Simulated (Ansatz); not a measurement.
# WSi2: the cost of one run

Computed with Ansatz 0.2.0 (DFT PBE with spin–orbit coupling, plane waves, PAW, unless a step's input says otherwise).

**1. The starting structure**

The structure is tetragonal, space group I4/mmm (No. 139). The conventional cell has a = 3.229 Å, b = 3.229 Å, c = 7.865 Å, α = 90.00°, β = 90.00°, γ = 90.00°. Si (site symmetry 4mm) is surrounded by 5 Si at 2.60 to 2.64 Å and 5 W at 2.63 Å. W (site symmetry 4/mmm) is surrounded by 10 Si at 2.63 Å.

Structure file:

```
Si W
1.0
    -1.61450    1.61450    3.93266
     1.61450   -1.61450    3.93266
     1.61450    1.61450   -3.93266
Si W
2 1
Direct
  0.33449 0.33449 0.00000
  0.66551 0.66551 0.00000
  0.00000 0.00000 0.00000
```

This cell comes from an earlier session at PBE with spin–orbit coupling: 13.668 Å³/atom at -0.01 GPa, on a 14×14×14 mesh.

The changes: atom 1 (Si) moved 0.02 Å along y; strain e3 = -0.01, atoms carried along.

**2. Atom 1 (Si) moved 0.02 Å along y**

Contents of input.yaml:

```yaml
crystal:
  lattice:
    - [-1.6144971573, 1.6144971573, 3.9326574489]
    - [1.6144971573, -1.6144971573, 3.9326574489]
    - [1.6144971573, 1.6144971573, -3.9326574489]
  atoms:
    - { symbol: Si, position: [0.3406844344, 0.3344905554, 0.006193879] }
    - { symbol: Si, position: [0.6655094446, 0.6655094446, 0.0] }
    - { symbol: W, position: [0.0, 0.0, 0.0] }
basis:
  ecutwfc: 420
  ecutrho_ratio: 4
kpoints:
  mp_grid: { grid: [14, 14, 14] }
hamiltonian:
  xc: pbe
scf:
  occupations: { method: gaussian, width: 0.05 }
output:
  forces: true
  stress: true
  eigenvalues: true
  populations: true
  write_density: true
  write_potential: true
  elf: true
  volumetric_format: npy
magnetization:
  noncollinear: true
  spin_orbit: true
```

Command:

```console
ansatz run input.yaml --threads 4 --pin off --max-ram 7168MiB --backend cpu --events-out ev --progress --plain --runs-dir out
```

What time and memory should one allow on 4 threads of Arm Neoverse V2, shared host?

About 73 s, with a peak of 1.7 GiB.
